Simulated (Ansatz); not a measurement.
# RbCl: equation of state with LDA

Crystal: RbCl.

```
CELL_PARAMETERS angstrom
0.00000 3.27400 3.27400
3.27400 0.00000 3.27400
3.27400 3.27400 0.00000
ATOMIC_POSITIONS crystal
Rb 0.00000 0.00000 0.00000
Cl 0.50000 0.50000 0.50000
```

```
Program             : Ansatz 0.2.0
Task                : equation of state
Functional          : LDA
Potentials or basis : Ansatz PAW
Cutoff              : 420 eV
Density cutoff      : 1680 eV
k mesh              : 7 × 7 × 7
Occupations         : fermi-dirac, width 0.05 eV
Spin                : no spin polarisation
```

```json
{
  "Equilibrium volume": "32.42 Å³/atom (rough: see the caveat)",
  "Bulk modulus": "22 GPa (rough)"
}
```

Energy against volume, from the lowest point:
```tsv
volume (Å³/atom)	energy (meV/atom)
32.989	0.00
33.690	2.47
34.392	6.56
35.094	12.08
35.796	18.84
36.498	26.68
37.200	35.46
```

All runs of the series together: 6.6 s on 2 threads of AMD EPYC 7R43 64-Core Processor (Zen 3) (shared host).

Caveat: the minimum lies outside the volumes run.
